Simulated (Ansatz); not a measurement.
**Cs: clamped-ion strain scan**

Method: Ansatz 0.2.0, DFT PBE, scalar-relativistic, plane waves, PAW. The runs took a 420 eV cutoff, a Γ-centred 12×12×12 mesh and Gaussian smearing (0.15 eV). No spin polarisation. Energies are free energies at this smearing, counted from the undisturbed cell; pressure is positive in compression.

Zero of the scan (as given, not relaxed at this level; it stands at 0.1 GPa):

```yaml
crystal:
  lattice:
    - [-3.02250, 3.02250, 3.02250]
    - [3.02250, -3.02250, 3.02250]
    - [3.02250, 3.02250, -3.02250]
  atoms:
    - { symbol: Cs, position: [0.00000, 0.00000, 0.00000] }
```

The cell is strained by ε times the Voigt pattern (0, 0, 0, 0, 1, 0) (xx, yy, zz, yz, xz, xy; engineering shear) with fractional coordinates fixed. The cell is metallic on the mesh throughout.

```csv
ε,ΔE (meV/atom),"stress summed along the pattern (GPa, tension positive)",pressure (GPa)
-0.0600,2.0,-0.0916,0.1
-0.0300,0.5,-0.0453,0.1
0.0000,0.0,0.0000,0.1
0.0075,0.0,0.0113,0.1
0.0150,0.1,0.0226,0.1
0.0225,0.3,0.0339,0.1
0.0375,0.8,0.0568,0.1
0.0450,1.1,0.0683,0.1
0.0525,1.5,0.0799,0.1
```

By symmetry 0.0600 repeats -0.0600, -0.0450 repeats 0.0450, 0.0300 repeats -0.0300, -0.0150 repeats 0.0150 in energy, with the opposite slope along the path.